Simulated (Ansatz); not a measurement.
Density of states of a SiC cell (elements on a diamond lattice, relaxed), per eV and atom, broadened by Gaussian smearing of width 0.1 eV and averaged over bins of 0.3 eV, from 8 eV under the Fermi level at most up to where the solved bands end.

Theory: DFT PBE, scalar-relativistic, plane waves, PAW (Ansatz).

Plane waves to 420 eV, a k mesh through Γ of 6×6×5 on the computed 24-atom cell and Gaussian smearing (0.10 eV); no spin polarisation.

```yaml
crystal:
  lattice:
    - [-4.51510, -4.44922, 0.00875]
    - [-0.02645, 4.46692, 4.48106]
    - [-4.46102, 4.40388, -4.39157]
  atoms:
    - { symbol: C, position: [0.48077, 0.94919, 0.98256] }
    - { symbol: C, position: [0.00193, 0.98503, 0.04274] }
    - { symbol: C, position: [0.85404, 0.14412, 0.66555] }
    - { symbol: C, position: [0.86536, 0.71332, 0.64524] }
    - { symbol: C, position: [0.13700, 0.82442, 0.33386] }
    - { symbol: C, position: [0.13154, 0.31529, 0.58707] }
    - { symbol: C, position: [0.49417, 0.52023, 0.26199] }
    - { symbol: C, position: [0.02340, 0.54889, 0.25508] }
    - { symbol: C, position: [0.34159, 0.68390, 0.90899] }
    - { symbol: C, position: [0.71106, 0.85374, 0.59056] }
    - { symbol: C, position: [0.13496, 0.82376, 0.54672] }
    - { symbol: C, position: [0.00628, 0.98089, 0.25002] }
    - { symbol: Si, position: [0.29008, 0.13989, 0.64423] }
    - { symbol: Si, position: [0.68493, 0.37497, 0.30786] }
    - { symbol: Si, position: [0.16071, 0.33920, 0.33759] }
    - { symbol: Si, position: [0.48541, 0.51444, 0.01001] }
    - { symbol: Si, position: [0.03166, 0.51369, 0.01068] }
    - { symbol: Si, position: [0.32820, 0.66489, 0.65934] }
    - { symbol: Si, position: [0.68888, 0.83661, 0.34686] }
    - { symbol: Si, position: [0.30701, 0.11821, 0.93648] }
    - { symbol: Si, position: [0.82579, 0.12017, 0.92488] }
    - { symbol: Si, position: [0.70136, 0.34897, 0.60296] }
    - { symbol: Si, position: [0.85887, 0.70603, 0.89617] }
    - { symbol: Si, position: [0.46372, 0.98335, 0.23164] }
```

```tsv
E − E_F (eV)	total	C 2p	Si 3p	Si 3s	C 2s
-7.90	0.243	0.110	0.051	0.062	0.019
-7.60	0.205	0.100	0.041	0.048	0.015
-7.30	0.254	0.135	0.056	0.046	0.015
-7.00	0.332	0.195	0.081	0.039	0.014
-6.70	0.373	0.222	0.096	0.038	0.016
-6.40	0.358	0.219	0.094	0.029	0.015
-6.10	0.398	0.242	0.109	0.029	0.016
-5.80	0.380	0.219	0.114	0.030	0.015
-5.50	0.415	0.236	0.130	0.032	0.014
-5.20	0.401	0.230	0.126	0.029	0.013
-4.90	0.425	0.244	0.135	0.029	0.013
-4.60	0.410	0.229	0.137	0.028	0.012
-4.30	0.421	0.234	0.147	0.025	0.011
-4.00	0.363	0.194	0.133	0.022	0.010
-3.70	0.387	0.206	0.144	0.021	0.011
-3.40	0.371	0.196	0.142	0.018	0.010
-3.10	0.311	0.155	0.128	0.015	0.008
-2.80	0.317	0.148	0.142	0.014	0.008
-2.50	0.325	0.150	0.150	0.012	0.007
-2.20	0.343	0.160	0.158	0.012	0.007
-1.90	0.287	0.130	0.135	0.010	0.006
-1.60	0.256	0.100	0.136	0.009	0.005
-1.30	0.247	0.089	0.139	0.008	0.005
-1.00	0.152	0.061	0.080	0.004	0.002
-0.70	0.147	0.063	0.075	0.003	0.002
-0.40	0.068	0.029	0.034	0.001	0.001
-0.10	0.012	0.005	0.006	0.000	0.000
0.20	0.036	0.005	0.014	0.004	0.008
0.50	0.099	0.016	0.039	0.008	0.022
0.80	0.170	0.030	0.066	0.015	0.037
1.10	0.252	0.047	0.097	0.023	0.050
1.40	0.278	0.053	0.106	0.028	0.050
1.70	0.302	0.060	0.114	0.029	0.054
2.00	0.324	0.066	0.120	0.033	0.051
2.30	0.329	0.068	0.122	0.037	0.047
```

The columns after the total are the largest Löwdin projections on the valence shells of the potentials, so they needn't add up, and the weight of a shell that a potential lacks goes to other orbitals. The cell has a gap on the mesh of 0.19 eV.

The gap is read on a mesh, which can miss the band edges, so it can be too wide.

This form isn't the usual stable structure of the compound.

Cost: 2 runs of about 4 core-minutes in all (earlier runs that led there not counted), on Intel Xeon 6975P-C (Granite Rapids) (shared hosts).